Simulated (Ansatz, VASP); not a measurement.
One calculation of Al, two programs

```
CELL_PARAMETERS angstrom
-1.28211 1.28211 1.28211
1.28211 -1.28211 1.28211
1.28211 1.28211 -1.28211
ATOMIC_POSITIONS crystal
Al 0.00000 0.00000 0.00000
```

Change from the starting cell: volume scaled by 0.52, LAPW.

Alike in both runs: task single point; functional LDA; k mesh 19 × 19 × 19; occupations fermi-dirac, width 0.08 eV; no spin polarisation.

|  | VASP | Ansatz |
| --- | --- | --- |
| version | VASP 6.6.1 | Ansatz 0.2.0 |
| potentials or method | VASP PAW LDA potentials, release 64 (Al), cutoff 520 eV | all-electron LAPW, scalar-relativistic |

|  | VASP | Ansatz | Ansatz less VASP |
| --- | --- | --- | --- |
| pressure (GPa) | 192.8 | 189.5 | -3.35 |

Ansatz ran all-electron here, so the differences hold the error of VASP's frozen core and of both bases.

Caveats: the cell as given lies far from equilibrium; so large a pressure means that the cell lies far from this level's equilibrium, or that cutoff or potentials fall short (VASP).
